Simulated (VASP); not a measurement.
Crystal: HgSe.

```
Hg Se
1.0
     0.00000    3.03900    3.03900
     3.03900    0.00000    3.03900
     3.03900    3.03900    0.00000
Hg Se
1 1
Direct
  0.00000 0.00000 0.00000
  0.75000 0.75000 0.75000
```

- Program: VASP 6.6.1
- Task: relaxation of cell and atoms
- Functional: HSEsol
- Potentials or basis: VASP PAW PBE potentials, release 64 (Hg, Se)
- Cutoff: 600 eV
- k mesh: 4 × 4 × 4
- Occupations: fermi-dirac, width 0.05 eV
- Spin: no spin polarisation

At the start: pressure 1.3 GPa; volume 28.07 Å³/atom.

Problem. How do energy, volume and symmetry change on relaxing?

Solution. Over 3 steps the energy falls by 2.4 meV/atom and the volume is 28.68 Å³/atom (+2.2 %); space group F-43m (No. 216, to 0.05 Å).

Step by step:
```
step  energy change (eV)  largest force (eV/Å)  pressure (GPa)  volume (Å³)
   1              0.0000                0.0000            1.26        56.13
   2             -0.0037                0.0000           -0.56        57.95
   3             -0.0047                0.0000            0.00        57.36
```

Final structure:
```
Hg Se
1.0
     0.00000    3.06090    3.06090
     3.06090    0.00000    3.06090
     3.06090    3.06090    0.00000
Hg Se
1 1
Direct
  0.00000 0.00000 0.00000
  0.75000 0.75000 0.75000
```

Caveat: the k mesh is coarse (spacing up to 0.45 Å⁻¹), so the values aren't converged, least of all with exact exchange; the PAW data sets were made with another functional, which shifts forces and pressure a little.
